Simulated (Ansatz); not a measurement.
Input and command of a plane-wave DFT calculation in Ansatz:

```yaml
crystal:
  lattice:
    - [3.0969355071, 0.0, 0.0]
    - [0.0, 9.2908065212, 0.0]
    - [-1.5484677535, 0.0, 2.210369706]
  atoms:
    - { symbol: Mo, position: [0.0, 0.5, 0.0] }
    - { symbol: Mo, position: [0.5, 0.75, 0.0] }
    - { symbol: Mo, position: [0.0, 0.0, 0.0] }
    - { symbol: Mo, position: [0.5, 0.25, 0.0] }
basis:
  ecutwfc: 420
kpoints:
  mp_grid: { grid: [11, 4, 15] }
hamiltonian:
  xc: pbe
scf:
  occupations: { method: gaussian, width: 0.1 }
output:
  forces: true
  stress: true
  eigenvalues: true
relax:
  adjacent_minimum: "off"
  f_tol: 0.01
  max_steps: 50
  cell: { fix: [a, b, gamma], stress_tol: 0.1 }
```

```bash
ansatz run input.yaml --threads 4 --pin off --max-ram 10240MiB --backend cpu --events-out ev --progress --plain --runs-dir out
```

Processor: Intel(R) Xeon(R) Processor @ 2.50GHz (Skylake/Cascade Lake), 4 threads, on a host shared with other jobs.

**Question.** How long does it run, and how much memory does it take?

**Answer.** About 2.2 min on 4 threads of Intel(R) Xeon(R) Processor @ 2.50GHz (Skylake/Cascade Lake) (shared host), peak memory 0.77 GiB. It solves 34 bands at 249 k points (the mesh reduced by the symmetry that the task leaves, which can be less than the crystal's) with about 1269 plane waves (on the last cell), in 25 SCF iterations over 4 ionic steps.
